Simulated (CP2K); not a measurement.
An input for CP2K 2026.2 (BN):

The input bn_scf.inp:

```
&GLOBAL
  PROJECT bn_scf
  RUN_TYPE ENERGY_FORCE
  PRINT_LEVEL LOW
&END GLOBAL
&FORCE_EVAL
  METHOD QS
  STRESS_TENSOR ANALYTICAL
  &DFT
    BASIS_SET_FILE_NAME BASIS_MOLOPT
    POTENTIAL_FILE_NAME GTH_POTENTIALS
    &MGRID
      CUTOFF 450
      REL_CUTOFF 60
      NGRIDS 4
    &END MGRID
    &QS
      METHOD GPW
      EPS_DEFAULT 1.0E-3
    &END QS
    &KPOINTS
      SCHEME MONKHORST-PACK 13 13 13
      GAMMA_CENTERED T
      SYMMETRY T
      SYMMETRY_BACKEND SPGLIB
    &END KPOINTS
    &SCF
      SCF_GUESS ATOMIC
      EPS_SCF 1.0E-6
      MAX_SCF 80
      ADDED_MOS 4
      CHOLESKY OFF
      EPS_EIGVAL 1.0E-7
      &DIAGONALIZATION ON
        ALGORITHM STANDARD
      &END DIAGONALIZATION
      &MIXING ON
        METHOD BROYDEN_MIXING
        ALPHA 0.4
        BETA 1.5
        NBUFFER 8
      &END MIXING
      &SMEAR ON
        METHOD FERMI_DIRAC
        ELECTRONIC_TEMPERATURE 116.05
      &END SMEAR
    &END SCF
    &XC
      &XC_FUNCTIONAL PBE
      &END XC_FUNCTIONAL
    &END XC
    &PRINT
      &KPOINTS ON
      &END KPOINTS
      &MULLIKEN ON
      &END MULLIKEN
      &MO ON
        ENERGIES T
        OCCUPATION_NUMBERS T
        &EACH
          QS_SCF 0
        &END EACH
        ADD_LAST NUMERIC
      &END MO
      &LOWDIN ON
      &END LOWDIN
      &HIRSHFELD ON
        SHAPE_FUNCTION DENSITY
      &END HIRSHFELD
    &END PRINT
  &END DFT
  &SUBSYS
    &CELL
      ABC 2.5639706028 2.5639706028 2.5639706028
      ALPHA_BETA_GAMMA 59.9999999995 60.0000000003 60.0000000002
      PERIODIC XYZ
    &END CELL
    &COORD
      SCALED
      N   0.2500000000 0.2500000000 0.2500000000
      B   0.0000000000 0.0000000000 0.0000000000
    &END COORD
    &KIND N
      BASIS_SET SZV-MOLOPT-SR-GTH-q5
      POTENTIAL GTH-PBE-q5
    &END KIND
    &KIND B
      BASIS_SET SZV-MOLOPT-SR-GTH-q3
      POTENTIAL GTH-PBE-q3
    &END KIND
    &PRINT
      &ATOMIC_COORDINATES ON
      &END ATOMIC_COORDINATES
      &CELL ON
      &END CELL
    &END PRINT
  &END SUBSYS
  &PRINT
    &FORCES ON
    &END FORCES
    &STRESS_TENSOR ON
    &END STRESS_TENSOR
  &END PRINT
&END FORCE_EVAL
```

Potentials or basis: GTH_POTENTIALS N GTH-PBE-q5, B GTH-PBE-q3; SZV-MOLOPT-SR-GTH basis.

Command:

```console
$ OMP_NUM_THREADS=1 cp2k.psmp -i bn_scf.inp -o bn_scf.out
```

**Question.** What does the program do with it?

**Answer.** The run stopped without a result. It printed:

bn_scf.out:

```text

 CP2K| version string:                                       CP2K version 2026.2
 CP2K| Input file name                                                bn_scf.inp

 GLOBAL| Force Environment number                                              1
 GLOBAL| Basis set file name                                        BASIS_MOLOPT
 GLOBAL| Potential file name                                      GTH_POTENTIALS
 GLOBAL| MM Potential file name                                     MM_POTENTIAL
 GLOBAL| Coordinate file name                                      __STD_INPUT__
 GLOBAL| Method name                                                        CP2K
[... 417 lines left out ...]
 *******************************************************************************
 *   ___                                                                       *
 *  /   \                                                                      *
 * [ABORT]                                                                     *
 *  \___/                             CPASSERT failed                          *
 *    |                                                                        *
 *  O/|                                                                        *
 * /| |                                                                        *
 * / \                                           qs_scf_diagonalization.F:2276 *
 *******************************************************************************

 ===== Routine Calling Stack =====

            7 diag_kp_smat
            6 lowdin_population_analysis
            5 qs_scf_post_charges
            4 scf_post_calculation_gpw
            3 qs_energies
            2 qs_forces
            1 CP2K
```
